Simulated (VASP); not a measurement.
**Mg₂Ge in VASP 6.6.1, single-point calculation**

INCAR

```
LCHARG = .FALSE.
EDIFF = 1E-7
ISIF = 2
PREC = High
IBRION = -1
GGA = PE
NELM = 120
NSW = 0
LWAVE = .FALSE.
ENCUT = 520
LASPH = .TRUE.
LREAL = .FALSE.
SIGMA = 0.02
ISMEAR = -1
NBANDS = 16
```

KPOINTS

```
KPOINTS created by Atomic Simulation Environment
0
Gamma
8 8 8
0 0 0
```

POSCAR

```
Ge Mg
 1.0000000000000000
     0.0000000000000000    3.2149322498999999    3.2149322498999999
     3.2149322498999999    0.0000000000000000    3.2149322498999999
     3.2149322498999999    3.2149322498999999    0.0000000000000000
 Ge  Mg
   1   2
Cartesian
  0.0000000000000000  0.0000000000000000  0.0000000000000000
  1.6074661249499997  1.6074661249499997  1.6074661249499997
  4.8223983748499988  4.8223983748499988  4.8223983748499988
```

The recommended PBE PAW datasets give the neutral cell 18 valence electrons.

Command

```
mpirun -np 1 vasp_std
```

OSZICAR

```
N       E                     dE             d eps       ncg     rms          rms(c)
DAV:   1     0.881514796969E+02    0.88151E+02   -0.87400E+03   952   0.185E+03
DAV:   2     0.289860379348E+01   -0.85253E+02   -0.81904E+02   976   0.430E+02
DAV:   3    -0.851564058298E+01   -0.11414E+02   -0.11377E+02  1200   0.899E+01
DAV:   4    -0.882975498152E+01   -0.31411E+00   -0.31408E+00  1112   0.154E+01
DAV:   5    -0.883684251948E+01   -0.70875E-02   -0.70875E-02  1192   0.256E+00    0.321E+00
DAV:   6    -0.843568329767E+01    0.40116E+00   -0.45563E-01  1120   0.353E+00    0.166E+00
DAV:   7    -0.835633688807E+01    0.79346E-01   -0.24959E-01  1144   0.306E+00    0.545E-01
DAV:   8    -0.835743833326E+01   -0.11014E-02   -0.20532E-02  1200   0.205E+00    0.122E-01
DAV:   9    -0.835723465523E+01    0.20368E-03   -0.18124E-03  1224   0.700E-01    0.322E-02
DAV:  10    -0.835725539208E+01   -0.20737E-04   -0.96919E-05  1080   0.609E-02    0.113E-02
DAV:  11    -0.835726483179E+01   -0.94397E-05   -0.19805E-05  1048   0.371E-02    0.414E-03
DAV:  12    -0.835726484869E+01   -0.16896E-07   -0.21479E-06  1216   0.175E-02    0.124E-03
DAV:  13    -0.835726475259E+01    0.96099E-07   -0.19166E-07  1016   0.288E-03
   1 F= -.83572648E+01 E0= -.83572453E+01  d E =-.388270E-04
```

From OUTCAR

```
k-points           NKPTS =     29   k-points in BZ     NKDIM =     29   number of bands    NBANDS=     16

   NELECT =      18.0000    total number of electrons

   dimension x,y,z NGX =    36 NGY =   36 NGZ =   36
   dimension x,y,z NGXF=    48 NGYF=   48 NGZF=   48

  energy-cutoff  :      520.00
  volume of cell :       66.46
      direct lattice vectors                 reciprocal lattice vectors
     0.000000000  3.214932250  3.214932250    -0.155524273  0.155524273  0.155524273
     3.214932250  0.000000000  3.214932250     0.155524273 -0.155524273  0.155524273
     3.214932250  3.214932250  0.000000000     0.155524273  0.155524273 -0.155524273

 k-points in reciprocal lattice and weights: KPOINTS created by Atomic Simulation Env
   0.00000000  0.00000000  0.00000000       0.002
   0.12500000  0.00000000  0.00000000       0.016
   0.25000000  0.00000000  0.00000000       0.016
   0.37500000  0.00000000  0.00000000       0.016
   0.50000000  0.00000000  0.00000000       0.008
   0.12500000  0.12500000  0.00000000       0.012
   0.25000000  0.12500000  0.00000000       0.047
   0.37500000  0.12500000  0.00000000       0.047
   ...

 E-fermi :   3.4803

 k-point     1 :       0.0000    0.0000    0.0000
  band No.  band energies     occupation
      1     -20.3050      2.00000
      2     -20.3050      2.00000
      3     -20.3050      2.00000
      4     -20.2879      2.00000
      5     -20.2879      2.00000
      6      -6.2563      2.00000
      7       3.3978      1.96826
      8       3.3978      1.96826
      9       3.3978      1.96823
     10       4.3181      0.00000
     11       6.1728      0.00000
     12       6.1728      0.00000
     13       6.1728      0.00000
     14       9.3339      0.00000
     15       9.4617      0.00000
     16       9.4617      0.00000

 k-point     2 :       0.1250    0.0000    0.0000
  band No.  band energies     occupation
      1     -20.3049      2.00000
      2     -20.3048      2.00000
      3     -20.3048      2.00000
      4     -20.2879      2.00000
      5     -20.2879      2.00000
      6      -6.1300      2.00000
      7       2.0497      2.00000
      8       3.2420      1.99999
      9       3.2420      1.99999
     10       4.9482      0.00000
     11       6.4459      0.00000
     12       6.4459      0.00000
     13       6.6105      0.00000
     14       8.6653      0.00000
     15       8.6654      0.00000
     16       9.7596      0.00000

 k-point     3 :       0.2500    0.0000    0.0000
  band No.  band energies     occupation
      1     -20.3048      2.00000
      2     -20.3044      2.00000
      3     -20.3044      2.00000
      4     -20.2878      2.00000
      5     -20.2878      2.00000
      6      -5.7776      2.00000
      7       0.4226      2.00000
      8       2.9573      2.00000
      9       2.9574      2.00000
     10       4.7107      0.00000
     11       6.6114      0.00000
     12       6.6114      0.00000
     13       8.0723      0.00000
     14       8.6212      0.00000
     15       8.6212      0.00000
     16       9.1851      0.00000

 ...

  Total       -0.1487570     -0.1487570     -0.1487570     -0.0000000      0.0000000     -0.0000000
  in kB       -3.5862668     -3.5862668     -3.5862668     -0.0000000      0.0000000     -0.0000000
  external PRESSURE =      -3.5862668 kB  Pullay stress =       0.0000000 kB

 POSITION                                       TOTAL-FORCE (eV/Angst)
 -----------------------------------------------------------------------------------
      0.00000      0.00000      0.00000        -0.000000     -0.000000     -0.000000
      1.60747      1.60747      1.60747         0.000000      0.000000      0.000000
      4.82240      4.82240      4.82240        -0.000000     -0.000000     -0.000000
 -----------------------------------------------------------------------------------
    total drift:                               -0.000000      0.000000      0.000000

  FREE ENERGIE OF THE ION-ELECTRON SYSTEM (eV)
  ---------------------------------------------------
  free  energy   TOTEN  =        -8.3572647526 eV

  energy  without entropy=       -8.3572259256  energy(sigma->0) =       -8.35724534
```

It converged. Results: gap between bands v and c on the k mesh 0.16 eV; least direct gap on the k mesh 0.92 eV; pressure -0.4 GPa. Band v is the last that the valence electrons fill when counted band by band, and c is the next.

For comparison, a separate PBE run of the intended cell, on usual settings and not on those above, gives a gap of 0.17 eV on its mesh and a pressure of -0.4 GPa.

The run above took about 28 s on one core of a shared host (Intel Xeon Platinum 8488C) and held 0.16 GiB at most.
